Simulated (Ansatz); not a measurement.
Runs of Ansatz 0.2.0 on CoO. It takes space group R-3m (No. 166, trigonal). The conventional cell has a = 3.011 Å, b = 3.011 Å, c = 7.320 Å, α = 90.00°, β = 90.00°, γ = 120.00°. Co (site symmetry -3m) has 6 O at 2.12 Å as nearest neighbours. Around O (site symmetry -3m) lie 6 Co at 2.12 Å. The cell is a database's computed one.

```tsv
task	level	potentials or basis	U	cell	k mesh	cutoff (eV)	points for each segment of the path	hubbard projectors	double counting	q mesh	mesh quality	gap on the mesh (eV)	pressure (GPa)	moment (μB)	V0 of scaled cells (Å³/atom)	B0 (GPa)
relaxation of cell and atoms	revPBE+D3(BJ)	Ansatz PAW	-	relaxed	11 × 11 × 11	420	-	-	-	-	not flagged	none	0.0	2.93	-	-
band structure	LDA	Ansatz PAW	-	as given	11 × 11 × 11	420	14	-	-	-	not flagged	none	-17.8	2.85	-	-
projected density of states	r2SCAN+U	Ansatz PAW	Co d U = 6 eV	as given	11 × 11 × 11	500	-	ortho-atomic (the default)	fll (the default)	-	not flagged	2.35	8.7	3.00	-	-
equation of state	r2SCAN	Ansatz PAW	-	as given	11 × 11 × 11	500	-	-	-	-	not flagged	-	-	-	(c)	199
projected density of states	r2SCAN+U	Ansatz PAW	Co d U = 4 eV	as given	11 × 11 × 11	500	-	ortho-atomic (the default)	fll (the default)	-	not flagged	2.15	6.3	3.00	-	-
phonons	PBE	Ansatz PAW	-	as given	10 × 10 × 10	420	8	-	-	2 × 2 × 2	not flagged	none	-	2.91	-	-
equation of state	HSE06	Ansatz PAW	-	as given	6 × 6 × 6	420	-	-	-	-	coarse	-	-	-	9.40	208
equation of state	PBE	Ansatz PAW soft_1	-	as given	11 × 11 × 11	420	-	-	-	-	not flagged	-	-	-	(a)	170
projected density of states	r2SCAN+U	Ansatz PAW	Co d U = 8 eV	as given	11 × 11 × 11	500	-	ortho-atomic (the default)	fll (the default)	-	not flagged	(b)	11.0	3.00	-	-
projected density of states	r2SCAN+U	Ansatz PAW	Co d U = 1 eV	as given	11 × 11 × 11	500	-	ortho-atomic (the default)	fll (the default)	-	not flagged	1.06	2.1	3.00	-	-
band structure	PBEsol+U	Ansatz PAW	Co d U = 5 eV	as given	11 × 11 × 11	420	14	ortho-atomic (the default)	fll (the default)	-	not flagged	1.55	3.6	3.00	-	-
projected density of states	r2SCAN+U	Ansatz PAW	Co d U = 3 eV	as given	11 × 11 × 11	500	-	ortho-atomic (the default)	fll (the default)	-	not flagged	2.02	5.0	3.00	-	-
```

Alike in all rows: spin collinear, ferromagnetic start; smearing fermi-dirac 0.05 eV.

Estimate the missing entries.

(a) 9.58; (b) 2.49; (c) 9.60.

Caveats: some runs use coarse meshes; the PAW data sets come from PBE, with cores solved anew for the run's functional, which leaves a small shift of forces and pressure (some runs); a cell with one magnetic atom can't hold antiferromagnetic order, which such compounds often take (some runs); the magnetic or orbital state may not be the lowest (some runs); odd divisions of the mesh miss points on the zone boundary, where band edges often lie, so the gap on the mesh can be too wide (some runs); semilocal functionals often make such compounds metallic where correlation or magnetic order opens a gap, which also shifts bond lengths (some runs); the cell was scaled at fixed shape and fractional positions, which overstates the stiffness of a crystal with free parameters, most of all of layers and chains (some runs); the potentials were made for another functional, which shifts forces and pressure (some runs).

A k mesh can miss the band edges.

A gap of «none» marks a metal or a gap under the smearing width.

Not every run made on this cell is shown here.
